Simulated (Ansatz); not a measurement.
Start from LaAlO3 (space group R-3c, No. 167; a = 5.413 Å, c = 13.193 Å (hexagonal axes)). Axes: x lies along a and z along c of the hexagonal cell.

(Cell as relaxed with PBE.)

Levels (all Ansatz, a program for electronic structure, PAW): PBE (420 eV, without spin-orbit coupling); PBEsol (420 eV, scalar-relativistic without spin-orbit coupling).

Each level relaxes its own structure.

| base | PBE | PBEsol |
|---|---|---|
| volume per atom | 11.16 Å³ | 10.80 Å³ |
| lattice parameter a | 5.413 Å | 5.353 Å |
| band gap | 4.02 eV | 3.94 eV |

Modification: the cell is stretched by 2.33 % along x with no lateral relaxation; the atoms relax in the strained cell.

```csv
quantity,PBE,PBEsol
band gap,3.83 eV,[?]
shift of the gap caused by the change,-0.19 eV,[?]
"stress (xx, yy, zz, yz, xz, xy; compression positive)","(-7.49, -2.73, -1.62, -0.69, 0.00, 0.00) GPa",[?]
largest internal atomic displacement,0.096 Å,[?]
```

Task: Predict the PBEsol column.

Result: 
- band gap, PBEsol: 3.71 eV
- shift of the gap caused by the change, PBEsol: -0.23 eV
- stress (xx, yy, zz, yz, xz, xy; compression positive), PBEsol: (-7.87, -3.14, -1.72, -0.70, 0.00, 0.00) GPa
- largest internal atomic displacement, PBEsol: 0.112 Å

PBE's band gap lies 0.12 eV above PBEsol's; PBE's shift of the gap caused by the change lies 0.04 eV above PBEsol's; PBE's largest internal atomic displacement lies 0.0166 Å below PBEsol's. Neither level is exact; PBEsol is the comparison here, not a measurement.

Whether these cells are dynamically stable was not tested.
